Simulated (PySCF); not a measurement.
From one molecule to another.

First species: Ethylene glycol, C₂H₆O₂.
SMILES with atom numbers: `[OH:1][CH2:2][CH2:3][OH:4]` (hydrogens: H5 on O1; H6, H7 on C2; H8, H9 on C3; H10 on O4)

Second species: C₈H₈.
SMILES: `C#CC#CCCC=C`

Levels: PBE0/def2-SVPD for dipole moment, HOMO energy, LUMO energy, HOMO–LUMO gap, static isotropic polarisability and electronic spatial extent ⟨r²⟩ about the centre of nuclear charge; TDDFT PBE0/def2-SVPD for lowest singlet excitation; PBE0-D3(BJ)/def2-SVP for rotational constant A and rotational constant C. Geometries: PBE0-D3(BJ)/def2-SVP. Each structure is a single optimised conformer of the isolated species, non-relativistic unless stated. Electronic properties by PySCF.

The conformers computed, where there is a choice (atom-mapped SMILES and torsion angles):
- `[OH:1][CH2:2][CH2:3][OH:4]`: O1–C2–C3–O4 58°, H–O1–C2–C3 -165°, H–O4–C3–C2 -47°
- `[CH:1]#[C:2][C:3]#[C:4][CH2:5][CH2:6][CH:7]=[CH2:8]`: C4–C5–C6–C7 179°, C5–C6–C7–C8 119°

| property | column X | column Y |
| --- | --- | --- |
| dipole moment | 2.63 D | 1.13 D |
| HOMO energy | -7.82 eV | -7.15 eV |
| LUMO energy | 0.31 eV | -0.62 eV |
| HOMO–LUMO gap | 8.13 eV | 6.53 eV |
| lowest singlet excitation | 7.01 eV | 4.66 eV |
| static isotropic polarisability | 37.1 au | 105.3 au |
| electronic spatial extent ⟨r²⟩ about the centre of nuclear charge | 293 bohr² | 1835 bohr² |
| rotational constant A | 15.339 GHz | 12.907 GHz |
| rotational constant C | 4.767 GHz | 0.587 GHz |

Which column belongs to which species?

Column X is the first species and column Y the second. The first has 10 atoms and 34 electrons, the second 16 and 56.

How does each property change from the first species to the second?

dipole moment -1.50 D; HOMO energy +0.67 eV; LUMO energy -0.93 eV; HOMO–LUMO gap -1.60 eV; lowest singlet excitation -2.35 eV; static isotropic polarisability +68.2 au; electronic spatial extent ⟨r²⟩ about the centre of nuclear charge +1542 bohr²; rotational constant A -2.432 GHz; rotational constant C -4.180 GHz.

On the first: In wavenumbers S1 is 56500 cm⁻¹ (1 eV = 8065.54 cm⁻¹). The polarisability is 5.50 Å³ as a volume (1 au = 0.148185 Å³), or 1.09 au for each of the 34 electrons.

On the second: No computed singlet falls in the visible range (750 to 380 nm, 1.65 to 3.26 eV); S1 lies 1.40 eV above its blue end. The polarisability is 15.61 Å³ as a volume (1 au = 0.148185 Å³), or 1.88 au for each of the 56 electrons.
